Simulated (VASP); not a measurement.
# Al (Fm-3m) in VASP: a series of runs

One crystal, Al, is run at these levels: LDA; tasks: single point.

All numbers are computed with VASP 6.6.1; they aren't measurements. Logs are shortened: lines on timing, memory, paths and dates and some standing lists are left out, and cuts for length are marked.

## 1. The undisturbed crystal

Symmetry: Fm-3m, No. 225, cubic system. Conventional cell: a = 4.050 Å, b = 4.050 Å, c = 4.050 Å, α = 90.00°, β = 90.00°, γ = 90.00°. Around Al (site symmetry m-3m) lie 12 Al at 2.86 Å.

## 2. Single point, LDA (grid = ENCUT=350 dk=0.35 cell=3x3x3 ISMEAR=1 SIGMA=0.2 LREAL=Auto EDIFF=1e-06)

Contents of INCAR:

```
PREC = Accurate
ENCUT = 350
EDIFF = 1E-6
ISMEAR = 1
SIGMA = 0.2
LREAL = Auto
LASPH = T
NELM = 120
ALGO = Fast
ISIF = 2
LWAVE = F
LCHARG = F
NBANDS = 68
```

Contents of KPOINTS:

```
Automatic mesh
0
Gamma
  3 3 3
```

Contents of POSCAR:

```
Al
1.0
    0.0000000000      6.0744150000      6.0744150000
    6.0744150000      0.0000000000      6.0744150000
    6.0744150000      6.0744150000      0.0000000000
Al
27
Direct
    0.0000000000      0.0000000000      0.0000000000
    0.0000000000      0.0000000000      0.3333333333
    0.0000000000      0.0000000000      0.6666666667
    0.0000000000      0.3333333333      0.0000000000
    0.0000000000      0.3333333333      0.3333333333
    0.0000000000      0.3333333333      0.6666666667
    0.0000000000      0.6666666667      0.0000000000
    0.0000000000      0.6666666667      0.3333333333
    0.0000000000      0.6666666667      0.6666666667
    0.3333333333      0.0000000000      0.0000000000
    0.3333333333      0.0000000000      0.3333333333
    0.3333333333      0.0000000000      0.6666666667
    0.3333333333      0.3333333333      0.0000000000
    0.3333333333      0.3333333333      0.3333333333
    0.3333333333      0.3333333333      0.6666666667
    0.3333333333      0.6666666667      0.0000000000
    0.3333333333      0.6666666667      0.3333333333
    0.3333333333      0.6666666667      0.6666666667
    0.6666666667      0.0000000000      0.0000000000
    0.6666666667      0.0000000000      0.3333333333
    0.6666666667      0.0000000000      0.6666666667
    0.6666666667      0.3333333333      0.0000000000
    0.6666666667      0.3333333333      0.3333333333
    0.6666666667      0.3333333333      0.6666666667
    0.6666666667      0.6666666667      0.0000000000
    0.6666666667      0.6666666667      0.3333333333
    0.6666666667      0.6666666667      0.6666666667
```

Potentials or basis: VASP PAW LDA potentials, release 64 (Al).

The run is started by

```bash
$ cat potpaw_LDA.64/Al/POTCAR > POTCAR
$ mpirun -np 1 vasp_std > vasp.out
```

OUTCAR:

```text
PREC = Accurate
   ENCUT = 350
   EDIFF = 1E-6
   ISMEAR = 1
   LREAL = Auto
   LASPH = T
   NELM = 120
   ISIF = 2

 Found      4 irreducible k-points:

 Following reciprocal coordinates:
            Coordinates               Weight
  0.000000  0.000000  0.000000      1.000000
  0.333333  0.000000  0.000000      8.000000
  0.333333  0.333333  0.000000      6.000000
 -0.333333  0.333333  0.000000     12.000000
   k-points           NKPTS =      4   k-points in BZ     NKDIM =      4   number of bands    NBANDS=     68
   number of dos      NEDOS =    301   number of ions     NIONS =     27
   total plane-waves  NPLWV = 157464
   dimension x,y,z NGX =    54 NGY =   54 NGZ =   54
   dimension x,y,z NGXF=   108 NGYF=  108 NGZF=  108
   ions per type =              27
   NGX,Y,Z   is equivalent  to a cutoff of  10.45, 10.45, 10.45 a.u.
   NGXF,Y,Z  is equivalent  to a cutoff of  20.90, 20.90, 20.90 a.u.
 SYSTEM =  unknown system
   PREC   = accura    normal or accurate (medium, high low for compatibility)
   ISTART =      0    job   : 0-new  1-cont  2-samecut
   ICHARG =      2    charge: 1-file 2-atom 10-const
   ISPIN  =      1    spin polarized calculation?
   LNONCOLLINEAR =      F non collinear calculations
   LSORBIT =      F    spin-orbit coupling
   LASPH  =      T    aspherical Exc in radial PAW
   ENCUT  =  350.0 eV  25.72 Ry    5.07 a.u.  13.10 13.10 13.10*2*pi/ulx,y,z
   NELM   =    120;   NELMIN=  2; NELMDL= -5     # of ELM steps
   EDIFF  = 0.1E-05   stopping-criterion for ELM
   LREAL  =      T    real-space projection
   EDIFFG = 0.1E-04   stopping-criterion for IOM
   NSW    =      0    number of steps for IOM
[... 5 lines left out ...]
   TEBEG  =    0.0;   TEEND  =   0.0 temperature during run
   PSTRESS=    0.0 pullay stress
   NELECT =      81.0000    total number of electrons
   NUPDOWN=      -1.0000    fix difference up-down
   EMIN   =  10.00;   EMAX   =-10.00  energy-range for DOS
   EFERMI =   0.00;   METHOD = LEGACY
   ISMEAR =     1;   SIGMA  =   0.20  broadening in eV -4-tet -1-fermi 0-gaus
   EFERMI_NEDOS =   21; number of points for ismear=-14 and -15
   IALGO  =     68    algorithm
   IMIX   =      4    mixing-type and parameters
     AMIX     =   0.40;   BMIX     =  1.00
     AMIX_MAG =   1.60;   BMIX_MAG =  1.00
  volume/ion in A,a.u.               =      16.60       112.04
  Fermi-wavevector in a.u.,A,eV,Ry     =   0.925526  1.748991 11.654733  0.856599
  Thomas-Fermi vector in A             =   2.051390
   LORBIT       =      0    0 simple, 1 ext, 2 COOP (PROOUT), +10 PAW based schemes
   GGA     = CA    functional components
   LHFCALC =     F    Hartree Fock is set to
   AEXX    =    0.0000 exact exchange contribution
   IVDW    =     0    specifies the selected vdW correction
   LEPSILON=     F    determine dielectric tensor
   LRPA    =     F    only Hartree local field effects (RPA)
 non-spin polarized calculation
 RMM-DIIS sequential band-by-band and
 Methfessel and Paxton  Order N= 1 SIGMA  =   0.20
  energy-cutoff  :      350.00
  volume of cell :      448.27
 maximum number of plane-waves:      6663
 NGX is ok and might be reduce to    54
   NGX = 27   NGY = 27   NGZ = 27

 number of electron      80.9999999 magnetization

 Free energy of the ion-electron system (eV)
  ---------------------------------------------------
  ext. energy  EPLUGINS =         0.00000000
  ---------------------------------------------------
  free energy    TOTEN  =      -112.12977267 eV

  energy without entropy =     -112.11716170  energy(sigma->0) =     -112.12556901

 E-fermi :   7.6911     XC(G=0): -10.3201

 val. band max:        7.5842073623   @ k =   0.3333   0.3333   0.0000
 cond. band min:       7.7390206903   @ k =  -0.3333   0.3333   0.0000
 fundamental gap:      0.1548133280
 Fermi energy:         7.6910808313

 k-point     1 :       0.0000    0.0000    0.0000
  band No.  band energies     occupation
      1      -3.3298      2.00000
      2      -0.3591      2.00000
      3      -0.3591      2.00000
      4      -0.3591      2.00000
      5      -0.3591      2.00000
      6      -0.3591      2.00000
[... 44 lines left out ...]
     51       8.0796     -0.01916
     52       8.2176     -0.00126

 k-point     2 :       0.3333    0.0000    0.0000
  band No.  band energies     occupation
      1      -2.9966      2.00000
      2      -2.0017      2.00000
      3      -0.6862      2.00000
      4      -0.6862      2.00000
      5      -0.6862      2.00000
      6      -0.3595      2.00000
[... 44 lines left out ...]
     51       9.6812     -0.00000
     52       9.6812     -0.00000

 k-point     3 :       0.3333    0.3333    0.0000
  band No.  band energies     occupation
      1      -2.8857      2.00000
      2      -1.5618      2.00000
      3      -1.2328      2.00000
      4      -1.2328      2.00000
      5      -1.2328      2.00000
      6      -1.2328      2.00000
[... 44 lines left out ...]
     51       9.7437     -0.00000
     52       9.7437     -0.00000

 k-point     4 :      -0.3333    0.3333    0.0000
  band No.  band energies     occupation
      1      -2.4430      2.00000
      2      -2.1119      2.00000
      3      -2.1119      2.00000
      4      -1.1233      2.00000
      5      -1.1233      2.00000
      6       0.1841      2.00000
[... 44 lines left out ...]
     51       9.4619     -0.00000
     52       9.4619     -0.00000
 [bands above 52 left out]

------------------------ aborting loop because EDIFF is reached ----------------------------------------

  FORCE on cell =-STRESS in cart. coord.  units (eV):
  Direction    XX          YY          ZZ          XY          YZ          ZX
  --------------------------------------------------------------------------------------
  -------------------------------------------------------------------------------------
  Total       -9.6209084     -9.6209084     -9.6209084     -0.0000000     -0.0000000     -0.0000000
  in kB      -34.3861291    -34.3861291    -34.3861291     -0.0000000     -0.0000000     -0.0000000
  external PRESSURE =     -34.3861291 kB  Pullay stress =       0.0000000 kB

 VOLUME and BASIS-vectors are now :
 -----------------------------------------------------------------------------
  energy-cutoff  :      350.00
  volume of cell :      448.27
      direct lattice vectors                 reciprocal lattice vectors
     0.000000000  6.074415000  6.074415000    -0.082312453  0.082312453  0.082312453
     6.074415000  0.000000000  6.074415000     0.082312453 -0.082312453  0.082312453
     6.074415000  6.074415000  0.000000000     0.082312453  0.082312453 -0.082312453

 POSITION                                       TOTAL-FORCE (eV/Angst)
 -----------------------------------------------------------------------------------
      0.00000      0.00000      0.00000        -0.000000     -0.000000     -0.000000
      2.02480      2.02480      0.00000         0.000000     -0.000000      0.000000
      4.04961      4.04961      0.00000        -0.000000     -0.000000      0.000000
      2.02480      0.00000      2.02480         0.000000      0.000000     -0.000000
      4.04961      2.02480      2.02480        -0.000000     -0.000000     -0.000000
      6.07442      4.04961      2.02480        -0.000000     -0.000000      0.000000
[... 19 lines left out ...]
      6.07442      6.07442      8.09922        -0.000000      0.000000      0.000000
      8.09922      8.09922      8.09922         0.000000      0.000000      0.000000
 -----------------------------------------------------------------------------------
    total drift:                               -0.000000     -0.000000     -0.000000

  FREE ENERGIE OF THE ION-ELECTRON SYSTEM (eV)
  ---------------------------------------------------
  free  energy   TOTEN  =      -112.1297726660 eV

  energy  without entropy=     -112.1171616985  energy(sigma->0) =     -112.12556901
```

It took 2 min on 1 thread of Intel Xeon Platinum 8488C (Sapphire Rapids), shared host; peak memory 0.28 GiB.

The run converged, but some of its settings lie outside the range that counts as converged, so its numbers aren't taken as properties of the crystal.

What came out:

- Free energy: -112.1298 eV
- Pressure: -3.4 GPa
- Band gap on the k mesh: none (metal or under the smearing width)

## 3. Single point, LDA (grid = ENCUT=350 dk=0.35 cell=3x3x3 ISMEAR=1 SIGMA=0.1 LREAL=Auto EDIFF=0.0001)

INCAR, as its differences from that of step 2:

```diff
@@ -2,5 +2,5 @@
 ENCUT = 350
-EDIFF = 1E-6
+EDIFF = 1E-4
 ISMEAR = 1
-SIGMA = 0.2
+SIGMA = 0.1
 LREAL = Auto
```

KPOINTS is that of step 2.

POSCAR is that of step 2.

Potentials or basis: VASP PAW LDA potentials, release 64 (Al).

The run is started by

```bash
$ cat potpaw_LDA.64/Al/POTCAR > POTCAR
$ mpirun -np 1 vasp_std > vasp.out
```

Wall time 94 s (1 thread of Intel Xeon Platinum 8488C (Sapphire Rapids), shared host); peak memory 0.28 GiB.

The run converged, but some of its settings lie outside the range that counts as converged, so its numbers aren't taken as properties of the crystal.

What came out:

```
Free energy            : -112.1121 eV
Pressure               : -3.4 GPa
Band gap on the k mesh : none (metal or under the smearing width)
```

## 4. The reference run

An earlier run on the cell as given: functional PBE; potentials or basis VASP PAW PBE potentials, release 64 (Al); cutoff 520 eV; k mesh 11 × 11 × 11; occupations fermi-dirac, width 0.05 eV; no spin polarisation.

- Pressure: -0.5 GPa
- Band gap on the k mesh: none (metal or under the smearing width)
